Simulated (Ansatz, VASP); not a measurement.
**Ti: VASP beside Ansatz**

Contents of INCAR:

```
ALGO     = Normal         # electronic algorithm
EDIFF    = 1E-7           # SCF threshold, eV
ENCUT    = 520            # plane-wave cutoff, eV
GGA      = PE             # functional
ISIF     = 2              # what is computed and relaxed
ISMEAR   = -1             # smearing method
LASPH    = True           # aspherical terms in the spheres
LCHARG   = False          # write CHGCAR
LREAL    = False          # projectors in reciprocal space
LWAVE    = False          # write WAVECAR
NBANDS   = 19             # bands
NELM     = 80             # most SCF steps
PREC     = Accurate       # precision mode
SIGMA    = 0.05           # smearing width, eV
```

Contents of KPOINTS:

```
k-points
0
Gamma
  9 9 5
```

File POSCAR:

```
Ti
1.0
    2.9500000000      0.0000000000      0.0000000000
   -1.4750000000      2.5547749412      0.0000000000
    0.0000000000      0.0000000000      4.5864000000
Ti
2
Direct
    0.6666666667      0.3333333333      0.7500000000
    0.3333333333      0.6666666667      0.2500000000
```

File input.yaml:

```yaml
crystal:
  lattice:
    - [2.95, 0.0, 0.0]
    - [-1.475, 2.5547749412, 0.0]
    - [0.0, 0.0, 4.5864]
  atoms:
    - { symbol: Ti, position: [0.6666666667, 0.3333333333, 0.75] }
    - { symbol: Ti, position: [0.3333333333, 0.6666666667, 0.25] }
hamiltonian:
  xc: pbe
  pseudopotentials: { kind: paw }
kpoints:
  mp_grid: { grid: [9, 9, 5] }
scf:
  occupations: { method: fermi_dirac, width: 0.05 }
output:
  forces: true
  stress: true
  eigenvalues: true
```

Alike in both runs: task single point; functional PBE; k mesh 9 × 9 × 5; occupations fermi-dirac, width 0.05 eV; no spin polarisation.

|  | VASP | Ansatz |
| --- | --- | --- |
| version | VASP 6.6.1 | Ansatz 0.2.0 |
| potentials or method | VASP PAW PBE potentials, release 64 (Ti_sv) | Ansatz PAW |
| plane-wave cutoff (eV) | 520 | 420 |
| valence electrons in the cell | 24 | 24 |

```csv
,VASP,Ansatz,Ansatz less VASP
gap on the k mesh at the Fermi level (eV),none,none,-
pressure (GPa),0.4,0.7,+0.29
largest component of the traceless stress (GPa),1.38,1.38,0.000
```

A gap of «none» marks a metal or a gap that the smearing closes. The functional is the same, so the differences come from potentials, cutoffs and numerics.
